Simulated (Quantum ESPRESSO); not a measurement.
The system is TaN.

```
Ta N
1.0
     2.93800    0.00000    0.00000
    -1.46900    2.54438    0.00000
     0.00000    0.00000    2.88300
Ta N
1 1
Direct
  0.00000 0.00000 0.50000
  0.66667 0.33333 0.00000
```

Base run:

```yaml
Program: Quantum ESPRESSO 7.5
Functional: LDA
Potentials_or_basis: GBRV 1.5 LDA
Cutoff: 762 eV
Density_cutoff: 6095 eV
k_mesh: 10 × 10 × 9
Occupations: fermi-dirac, width 0.05 eV
Spin: no spin polarisation
```

Its results: band gap on the k mesh none (metal or under the smearing width); pressure -11.2 GPa.

The run is repeated on the same cell with these changes: functional from LDA to PBEsol; potentials or basis from GBRV 1.5 LDA to GBRV 1.5 PBEsol. What comes out?

Band gap on the k mesh none (metal or under the smearing width); pressure -4.7 GPa.

Caveats: spin-orbit coupling is left out, which moves the levels of the heavy elements (some runs).
